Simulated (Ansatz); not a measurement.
# TiO2 (Imma) in Ansatz: reference runs, part 3 of 3

Ansatz 0.2.0. Earlier steps stand in the parts before.

## 4. Single point, PBEsol, 10.07 Å³/atom (volume scaled by 0.94)

Contents of input.yaml:

```yaml
crystal:
  lattice:
    - [-2.912466235, 3.2202610066, 3.220293333]
    - [2.912466235, -3.2202610066, 3.220293333]
    - [2.912466235, 3.2202610066, -3.220293333]
  atoms:
    - { symbol: Ti, position: [0.0, 0.5, 0.0] }
    - { symbol: Ti, position: [0.0, 0.0, 0.5] }
    - { symbol: Ti, position: [0.495245, 0.245245, 0.25] }
    - { symbol: Ti, position: [0.504755, 0.754755, 0.75] }
    - { symbol: O, position: [0.695081, 0.69523, 0.500149] }
    - { symbol: O, position: [0.695081, 0.194932, 0.999851] }
    - { symbol: O, position: [0.804516, 0.749617, 0.054899] }
    - { symbol: O, position: [0.194718, 0.749617, 0.445101] }
    - { symbol: O, position: [0.805282, 0.250383, 0.554899] }
    - { symbol: O, position: [0.304919, 0.805068, 0.000149] }
    - { symbol: O, position: [0.195484, 0.250383, 0.945101] }
    - { symbol: O, position: [0.304919, 0.30477, 0.499851] }
hamiltonian:
  xc: pbesol
  pseudopotentials: { kind: paw }
kpoints:
  mp_grid: { grid: [6, 6, 6] }
scf:
  occupations: { method: fermi_dirac, width: 0.05 }
output:
  forces: true
  stress: true
  eigenvalues: true
```

Potentials or basis: Ansatz PAW.

The run is started by

```
ansatz run input.yaml --threads 4 --pin off --max-ram 11264MiB --backend cpu --events-out ev --progress --plain --runs-dir out
```

The program printed:

```text
Warning: RAYON_NUM_THREADS=4 ignored (pool sized by the plan → 4); use --threads N
Engine: ansatz 0.2.0, aarch64-unknown-linux-gnu
Pseudopotentials: kind: paw
Pseudopotential: Ti, paw, valence charge 12, recommended cutoff 420 eV (normal), Ti.paw.azcp
Pseudopotential: O, paw, valence charge 6, recommended cutoff 420 eV (normal), O.paw.azcp
Functional definition: PBEsol
[... 67 lines left out ...]
        8.296694       0.000000       0.000000
        0.000000       6.046803       0.000000
        0.000000       0.000000       6.147738
  P = ⅓ Tr σ = 6.8304 GPa (68.304 kbar)
--- Band table (eV; the first three rows and the last of 46) ---
  k-point 0: bands = ["-46.9671", "-46.9449", "-46.9079", "-46.9008", "-23.7272", "-23.7217", "-23.4439", "-23.4430", "-23.2778", "-23.2700", "-23.2498", "-23.2470", "-23.2445", "-23.2443", "-23.1977", "-23.1569", "-8.8026", "-7.5622", "-7.4247", "-7.4240", "-7.0445", "-7.0439", "-6.7121", "-6.7108", "3.5169", "3.9279", "4.2822", "4.5423", "4.5433", "4.7953", "4.7990", "5.5469", "5.5475", "5.8666", "5.8677", "6.6866", "6.6901", "6.8404", "6.8426", "7.5249", "8.1400", "8.1467", "8.8103", "8.8105", "8.8213", "9.0340", "9.0359", "9.4791", "11.4354", "11.7456", "12.0396", "12.0968", "12.1293", "12.1989", "12.2313", "12.8492", "12.8575", "12.9320", "12.9482"]
  k-point 1: bands = ["-46.9627", "-46.9424", "-46.9114", "-46.9043", "-23.6952", "-23.6871", "-23.4344", "-23.4229", "-23.2982", "-23.2887", "-23.2572", "-23.2445", "-23.2388", "-23.2361", "-23.2321", "-23.1965", "-8.6689", "-7.5098", "-7.4809", "-7.3793", "-7.1264", "-7.0189", "-6.8181", "-6.7635", "3.7037", "4.0887", "4.4092", "4.4487", "4.5640", "4.8572", "4.9761", "5.4528", "5.4616", "5.7794", "5.9760", "6.8106", "6.8464", "6.8620", "7.0179", "7.3188", "7.9381", "8.0504", "8.3273", "8.6316", "8.7233", "8.7518", "8.8161", "9.3867", "11.6761", "11.9463", "12.0263", "12.0331", "12.2759", "12.2889", "12.3895", "12.7802", "12.8622", "12.8968", "13.1069"]
  k-point 2: bands = ["-46.9509", "-46.9354", "-46.9211", "-46.9135", "-23.6053", "-23.5913", "-23.4103", "-23.3782", "-23.3380", "-23.3317", "-23.3129", "-23.3042", "-23.2608", "-23.2467", "-23.2382", "-23.2297", "-8.3158", "-7.5680", "-7.3726", "-7.3238", "-7.2555", "-7.0632", "-7.0493", "-6.9007", "4.0568", "4.5914", "4.6089", "4.6244", "4.7162", "4.7787", "5.1201", "5.3275", "5.5062", "5.7155", "6.2324", "6.4335", "6.9668", "7.1038", "7.1251", "7.2987", "7.3531", "7.4457", "7.8581", "8.2629", "8.3811", "8.4062", "8.7192", "9.0772", "11.8631", "11.9384", "12.0038", "12.4123", "12.5642", "12.6554", "12.7060", "12.7329", "12.7455", "12.9294", "13.3569"]
  k-point 45: bands = ["-46.9594", "-46.9523", "-46.9080", "-46.9010", "-23.7283", "-23.7228", "-23.4596", "-23.4588", "-23.2749", "-23.2671", "-23.2478", "-23.2425", "-23.2373", "-23.2349", "-23.1797", "-23.1746", "-8.0921", "-8.0909", "-7.3243", "-7.3235", "-7.1722", "-7.1716", "-6.8579", "-6.8566", "3.7443", "3.7465", "4.8473", "4.8528", "5.4731", "5.4738", "5.5906", "5.5908", "5.8012", "5.8017", "6.4956", "6.4967", "6.6549", "6.6629", "6.9818", "6.9867", "7.1662", "7.1733", "8.0266", "8.0279", "8.2104", "8.2130", "8.4158", "8.4201", "11.4769", "11.4857", "12.1518", "12.1535", "12.6094", "12.6106", "12.8833", "12.8987", "13.3468", "13.3562", "13.5532"]
```

It took 5.8 s on 4 threads of Arm Neoverse V1, shared host; peak memory 0.64 GiB.

Results:

* Free energy: -14399.1454 eV
* Pressure: 6.8 GPa
* Largest force: 0.217 eV/Å
* Band gap on the k mesh: 1.96 eV

Caveat: the pressure holds a Pulay correction of +0.8 GPa for the finite cutoff; the PAW data sets come from PBE, with cores solved anew for the run's functional, which leaves a small shift of forces and pressure.

## 5. Single point, PBEsol, 10.28 Å³/atom (volume scaled by 0.96)

input.yaml, as its differences from that of step 4:

```diff
@@ -2,5 +2,5 @@
   lattice:
-    - [-2.912466235, 3.2202610066, 3.220293333]
-    - [2.912466235, -3.2202610066, 3.220293333]
-    - [2.912466235, 3.2202610066, -3.220293333]
+    - [-2.9329772364, 3.2429396482, 3.2429722022]
+    - [2.9329772364, -3.2429396482, 3.2429722022]
+    - [2.9329772364, 3.2429396482, -3.2429722022]
   atoms:
```

The run is started by

```
ansatz run input.yaml --threads 4 --pin off --max-ram 11264MiB --backend cpu --events-out ev --progress --plain --runs-dir out
```

Wall time 6.3 s (4 threads of Arm Neoverse V1, shared host); peak memory 0.65 GiB.

It converged, with:

| Item | Value |
| --- | --- |
| Free energy | -14399.2098 eV |
| Pressure | 1.3 GPa |
| Largest force | 0.096 eV/Å |
| Band gap on the k mesh | 1.90 eV |

Caveat: the pressure holds a Pulay correction of +0.8 GPa for the finite cutoff; the PAW data sets come from PBE, with cores solved anew for the run's functional, which leaves a small shift of forces and pressure.

## 6. Single point, PBEsol, 10.50 Å³/atom (volume scaled by 0.98)

input.yaml, as its differences from that of step 5:

```diff
@@ -2,5 +2,5 @@
   lattice:
-    - [-2.9329772364, 3.2429396482, 3.2429722022]
-    - [2.9329772364, -3.2429396482, 3.2429722022]
-    - [2.9329772364, 3.2429396482, -3.2429722022]
+    - [-2.9532053048, 3.265305456, 3.2653382345]
+    - [2.9532053048, -3.265305456, 3.2653382345]
+    - [2.9532053048, 3.265305456, -3.2653382345]
   atoms:
```

Potentials or basis: Ansatz PAW.

The run is started by

```
ansatz run input.yaml --threads 4 --pin off --max-ram 11264MiB --backend cpu --events-out ev --progress --plain --runs-dir out
```

Run time: 6.3 s. Hardware: 4 threads of Arm Neoverse V1, shared host; peak memory 0.65 GiB.

Results (log left out):

```
Free energy            : -14399.1904 eV
Pressure               : -3.6 GPa
Largest force          : 0.033 eV/Å
Band gap on the k mesh : 1.85 eV
```

Caveat: the pressure holds a Pulay correction of +0.8 GPa for the finite cutoff; the PAW data sets come from PBE, with cores solved anew for the run's functional, which leaves a small shift of forces and pressure.

## 7. Single point, PBEsol, 10.71 Å³/atom

input.yaml, as its differences from that of step 6:

```diff
@@ -2,5 +2,5 @@
   lattice:
-    - [-2.9532053048, 3.265305456, 3.2653382345]
-    - [2.9532053048, -3.265305456, 3.2653382345]
-    - [2.9532053048, 3.265305456, -3.2653382345]
+    - [-2.97316, 3.287369, 3.287402]
+    - [2.97316, -3.287369, 3.287402]
+    - [2.97316, 3.287369, -3.287402]
   atoms:
```

The run is started by

```
ansatz run input.yaml --threads 4 --pin off --max-ram 11264MiB --backend cpu --events-out ev --progress --plain --runs-dir out
```

Wall time 6.7 s (4 threads of Arm Neoverse V1, shared host); peak memory 0.66 GiB.

Results (log left out):

| Item | Value |
| --- | --- |
| Free energy | -14399.0957 eV |
| Pressure | -8.1 GPa |
| Largest force | 0.128 eV/Å |
| Band gap on the k mesh | 1.81 eV |

Caveat: the pressure holds a Pulay correction of +0.8 GPa for the finite cutoff; the PAW data sets come from PBE, with cores solved anew for the run's functional, which leaves a small shift of forces and pressure.

## 8. Single point, PBEsol, 10.92 Å³/atom (volume scaled by 1.02)

input.yaml, as its differences from that of step 7:

```diff
@@ -2,5 +2,5 @@
   lattice:
-    - [-2.97316, 3.287369, 3.287402]
-    - [2.97316, -3.287369, 3.287402]
-    - [2.97316, 3.287369, -3.287402]
+    - [-2.9928503752, 3.3091402901, 3.3091735087]
+    - [2.9928503752, -3.3091402901, 3.3091735087]
+    - [2.9928503752, 3.3091402901, -3.3091735087]
   atoms:
@@ -29 +29,5 @@
   eigenvalues: true
+  write_density: true
+  write_potential: true
+  elf: true
+  volumetric_format: npy
```

The run is started by

```
ansatz run input.yaml --threads 4 --pin off --max-ram 11264MiB --backend cpu --events-out ev --progress --plain --runs-dir out
```

Run time: 9.2 s. Hardware: 4 threads of Arm Neoverse V1, shared host; peak memory 0.67 GiB.

It converged, with:

```yaml
Free_energy: -14398.9333 eV
Pressure: -12.1 GPa
Largest_force: 0.221 eV/Å
Band_gap_on_the_k_mesh: 1.76 eV
```

Caveat: the pressure holds a Pulay correction of +0.8 GPa for the finite cutoff; the PAW data sets come from PBE, with cores solved anew for the run's functional, which leaves a small shift of forces and pressure.

## 9. Single point, PBEsol, 11.14 Å³/atom (volume scaled by 1.04)

input.yaml, as its differences from that of step 8:

```diff
@@ -2,5 +2,5 @@
   lattice:
-    - [-2.9928503752, 3.3091402901, 3.3091735087]
-    - [2.9928503752, -3.3091402901, 3.3091735087]
-    - [2.9928503752, 3.3091402901, -3.3091735087]
+    - [-3.0122850131, 3.3306288162, 3.3306622504]
+    - [3.0122850131, -3.3306288162, 3.3306622504]
+    - [3.0122850131, 3.3306288162, -3.3306622504]
   atoms:
@@ -29,5 +29 @@
   eigenvalues: true
-  write_density: true
-  write_potential: true
-  elf: true
-  volumetric_format: npy
```

Potentials or basis: Ansatz PAW.

The run is started by

```
ansatz run input.yaml --threads 4 --pin off --max-ram 11264MiB --backend cpu --events-out ev --progress --plain --runs-dir out
```

Run time: 7.4 s. Hardware: 4 threads of Arm Neoverse V1, shared host; peak memory 0.67 GiB.

Results (log left out):

| Item | Value |
| --- | --- |
| Free energy | -14398.7106 eV |
| Pressure | -15.6 GPa |
| Largest force | 0.308 eV/Å |
| Band gap on the k mesh | 1.71 eV |

Caveat: the pressure holds a Pulay correction of +0.7 GPa for the finite cutoff; the PAW data sets come from PBE, with cores solved anew for the run's functional, which leaves a small shift of forces and pressure.

## 10. Single point, PBEsol, 11.35 Å³/atom (volume scaled by 1.06)

input.yaml, as its differences from that of step 9:

```diff
@@ -2,5 +2,5 @@
   lattice:
-    - [-3.0122850131, 3.3306288162, 3.3306622504]
-    - [3.0122850131, -3.3306288162, 3.3306622504]
-    - [3.0122850131, 3.3306288162, -3.3306622504]
+    - [-3.0314720591, 3.3518435844, 3.3518772317]
+    - [3.0314720591, -3.3518435844, 3.3518772317]
+    - [3.0314720591, 3.3518435844, -3.3518772317]
   atoms:
```

The run is started by

```
ansatz run input.yaml --threads 4 --pin off --max-ram 11264MiB --backend cpu --events-out ev --progress --plain --runs-dir out
```

Run time: 7.7 s. Hardware: 4 threads of Arm Neoverse V1, shared host; peak memory 0.67 GiB.

It converged, with:

```
Free energy            : -14398.4344 eV
Pressure               : -18.8 GPa
Largest force          : 0.390 eV/Å
Band gap on the k mesh : 1.67 eV
```

Caveat: the pressure holds a Pulay correction of +0.7 GPa for the finite cutoff; the PAW data sets come from PBE, with cores solved anew for the run's functional, which leaves a small shift of forces and pressure.

## 11. Equation of state, PBEsol

No new run: the results of the series are fitted here.

Results:

| Item | Value |
| --- | --- |
| Equilibrium volume | 10.34 Å³/atom |
| Bulk modulus at fixed shape and positions | 246 GPa |
| Pressure derivative of the bulk modulus | 4.4 |

Energy against volume, from the lowest point:
| volume (Å³/atom) | energy (meV/atom) |
| --- | --- |
| 10.068 | 5.36 |
| 10.282 | 0.00 |
| 10.496 | 1.61 |
| 10.710 | 9.50 |
| 10.924 | 23.04 |
| 11.139 | 41.60 |
| 11.353 | 64.61 |

Caveat: the cell was scaled at fixed shape and fractional positions, which overstates the stiffness of a crystal with free parameters, most of all of layers and chains.

## 12. Summary

```tsv
task	cell	gap on the mesh (eV)	pressure (GPa)	largest force (eV/Å)
single point	as given	1.81	-8.1	0.13
single point	atoms moved at random, drawn with an rms of 0.05 Å	1.75	-7.9	1.37
equation of state	as given	-	-	-
```

Alike in all rows: level PBEsol; potentials or basis Ansatz PAW; no spin polarisation; k mesh 6 × 6 × 6; cutoff (eV) 420; smearing fermi-dirac 0.05 eV.

Caveats: the PAW data sets come from PBE, with cores solved anew for the run's functional, which leaves a small shift of forces and pressure (some runs); the cell was scaled at fixed shape and fractional positions, which overstates the stiffness of a crystal with free parameters, most of all of layers and chains (some runs).

Absolute energies hang on the potentials; compare differences alone.
